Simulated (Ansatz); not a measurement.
Geometry optimisation, Ansatz, DFT PBEsol, scalar-relativistic, plane waves, PAW.

Input file:

```yaml
accuracy: low
crystal:
  lattice:
    - [6.933702, 0.0, 0.0]
    - [-4.642831, 6.558631, 0.0]
    - [0.0, 0.0, 18.050726]
  atoms:
    - { symbol: Ba, position: [0.0, 0.0, 0.0553994] }
    - { symbol: Ti, position: [0.49375, 0.990666, 0.0573432] }
    - { symbol: O, position: [0.7543328, 0.1331154, 0.1318014] }
    - { symbol: O, position: [0.4973589, 0.7527557, 0.0562208] }
    - { symbol: O, position: [0.2520948, 0.8730732, 0.1324974] }
    - { symbol: Ba, position: [1.0, 0.5, 0.0553994] }
    - { symbol: Ti, position: [0.49375, 0.490666, 0.0573432] }
    - { symbol: O, position: [0.7543328, 0.6331154, 0.1318014] }
    - { symbol: O, position: [0.4973589, 0.2527557, 0.0562208] }
    - { symbol: O, position: [0.2520948, 0.3730732, 0.1324974] }
    - { symbol: Ba, position: [0.4959638, 0.2472618, 0.2121536] }
    - { symbol: Ti, position: [0.9897138, 0.2379278, 0.2140973] }
    - { symbol: O, position: [0.2502966, 0.3803772, 0.2885555] }
    - { symbol: O, position: [0.9933227, 1.74e-05, 0.212975] }
    - { symbol: O, position: [0.7480587, 0.120335, 0.2892515] }
    - { symbol: Ba, position: [0.4959638, 0.7472618, 0.2121536] }
    - { symbol: Ti, position: [0.9897138, 0.7379278, 0.2140973] }
    - { symbol: O, position: [0.2502966, 0.8803772, 0.2885555] }
    - { symbol: O, position: [0.9933227, 0.5000174, 0.212975] }
    - { symbol: O, position: [0.7480587, 0.620335, 0.2892515] }
    - { symbol: Ba, position: [0.9919276, 0.4945236, 0.3689077] }
    - { symbol: Ti, position: [0.4856776, 0.4851896, 0.3708515] }
    - { symbol: O, position: [0.7462604, 0.627639, 0.4453097] }
    - { symbol: O, position: [0.4892865, 0.2472792, 0.3697291] }
    - { symbol: O, position: [0.2440225, 0.3675968, 0.4460057] }
    - { symbol: Ba, position: [0.9919276, 0.9945236, 0.3689077] }
    - { symbol: Ti, position: [0.4856776, 0.9851896, 0.3708515] }
    - { symbol: O, position: [0.7462604, 0.127639, 0.4453097] }
    - { symbol: O, position: [0.4892865, 0.7472792, 0.3697291] }
    - { symbol: O, position: [0.2440225, 0.8675968, 0.4460057] }
basis:
  ecutwfc: 420.0
kpoints:
  mp_grid: { grid: [2, 2, 1] }
hamiltonian:
  xc: pbesol
  pseudopotentials: { kind: paw, azcp: { folder: soft_1 } }
scf:
  occupations: { method: fermi_dirac, width: 0.02 }
  lower_state_search: "off"
relax:
  f_tol: 0.08
  max_steps: 25
  adjacent_minimum: "off"
  constraints: [{ sites: [0, 1, 2, 3, 4, 5, 6, 7, 8, 9] }]
```

Run as:

```bash
$ ansatz run input.yaml --threads 4 --pin off --max-ram 10240MiB --backend cpu --events-out ev --progress --plain --runs-dir out
```

Question: Where does it end, and by what steps?

Answer: It converged. The threshold is loose, so the end isn't yet a minimum. The force dipped under the threshold on the way, but the program's further checks kept it going. Limits of this set-up: coarse k mesh, thin slab, slab without dipole correction, PAW files made for another functional, a typed lattice constant that wasn't relaxed here, low accuracy level. After 9 steps the energy has fallen by 5.332 eV; Ba21 moved furthest, 0.80 Å. Parted: O14–Ba26 (2.81 → 3.86 Å), O19–Ba21 (2.81 → 3.86 Å).

| step | energy less start (eV) | largest force component (eV/Å) | accepted |
| --- | --- | --- | --- |
| 0 | 0.0000 | 4.508 | yes |
| 1 | -2.6213 | 3.697 | yes |
| 2 | -4.5873 | 1.615 | yes |
| 3 | -5.1813 | 0.528 | yes |
| 4 | -5.1918 | 1.327 | yes |
| 5 | -5.2370 | 0.418 | yes |
| 6 | -5.2942 | 0.292 | yes |
| 7 | -5.3202 | 0.266 | yes |
| 8 | -5.3320 | 0.076 | yes |
| 9 | -5.3320 | 0.076 | yes |

```xyz
30
Lattice="6.9337 0.0000 0.0000 -4.6428 6.5586 0.0000 0.0000 0.0000 18.0507" Properties=species:S:1:pos:R:3
Ba 0.000 0.000 1.000
Ti -1.176 6.497 1.035
O 4.612 0.873 2.379
O -0.046 4.937 1.015
O -2.306 5.726 2.392
Ba 4.612 3.279 1.000
Ti 1.145 3.218 1.035
O 2.291 4.152 2.379
O 2.275 1.658 1.015
O 0.016 2.447 2.392
Ba 2.313 1.631 4.146
Ti 5.777 1.625 4.107
O -0.024 2.442 5.194
O 6.939 0.008 3.602
O 4.654 0.831 5.206
Ba -0.009 4.910 4.146
Ti 3.456 4.905 4.107
O -2.346 5.722 5.194
O 4.617 3.287 3.602
O 2.333 4.110 5.206
Ba 4.557 3.229 7.462
Ti 1.094 3.231 7.037
O 2.213 4.028 8.139
O 2.274 1.607 6.674
O -0.025 2.437 8.127
Ba 2.236 6.508 7.462
Ti -1.227 6.510 7.037
O 4.535 0.748 8.139
O -0.048 4.886 6.674
O -2.346 5.716 8.127
```

Whether the end is a true minimum wasn't checked by a vibrational analysis.

Run time: 100 s on 4 threads of Arm Neoverse V2, with other jobs on the host, peak memory 2.5 GiB.
